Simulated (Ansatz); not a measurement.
FeO (Wuestite) in Ansatz: the effect of starting spin order

Crystal: FeO (Wuestite).

```
Fe O
1.0
     1.51882    0.87689    2.51958
    -1.51882    0.87689    2.51958
     0.00000   -1.75378    2.51958
Fe O
1 1
Direct
  0.00000 0.00000 0.00000
  0.50000 0.50000 0.50000
```

Alike in all runs:

| Property | Result |
| --- | --- |
| Program | Ansatz 0.2.0 |
| Task | single point |
| Functional | PBEsol |
| Potentials or basis | Ansatz PAW |
| Cutoff | 420 eV (not typed: the program's choice for these potentials) |
| k mesh | 11 × 11 × 11 |
| Occupations | fermi-dirac, width 0.05 eV |

```tsv
starting spin order	spin	starting moments	energy over the lowest run (meV/atom)	final net moment (μB)	final largest site moment (μB)
spin off	no spin polarisation	-	?	?	?
fm	collinear spin, ferromagnetic start	[3.0, 0.0] μB	0.0	4.00	3.44
random	collinear spin, random start	[-2.68, 0.0] μB	0.0	-4.00	3.44
ferromagnetic start, larger moments	collinear spin, ferromagnetic start	[4.5, 0.0] μB	0.0	4.00	3.44
```

**Question.** What does the run with starting spin order spin off give?

**Answer.** Energy over the lowest run 738.7 meV/atom; final net moment 0.00 μB; final largest site moment 0.00 μB.

Caveats: a cell with one magnetic atom can't hold antiferromagnetic order, which such compounds often take (some runs).
